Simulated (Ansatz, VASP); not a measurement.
**Two plane-wave programs on Ir**

```
CELL_PARAMETERS angstrom
0.00000 1.91489 1.91489
1.91489 0.00000 1.91489
1.91489 1.91489 0.00000
ATOMIC_POSITIONS crystal
Ir 0.00000 0.00000 0.00000
```

Alike in both runs: functional PBE; k mesh 18 × 18 × 18; occupations gaussian, width 0.1 eV; no spin polarisation.

Ansatz relaxed the structure, and its values are those at the end. VASP's run is a single point on that final structure, the one shown.

```csv
,VASP,Ansatz
version,VASP 6.6.1,Ansatz 0.2.0
potentials or method,"VASP PAW PBE potentials, release 64 (Ir)","scalar-relativistic, plane waves, PAW"
plane-wave cutoff (eV),520,420
valence electrons in the cell,9,17
```

```csv
,VASP,Ansatz,Ansatz less VASP
gap on the k mesh at the Fermi level (eV),none,none,-
pressure (GPa),12.7,12.0,-0.65
```

A gap of «none» marks a metal or a gap that the smearing closes. The two sets of potentials don't hold the same shells in valence.

Spin-orbit coupling is left out, which matters for the levels of Ir.
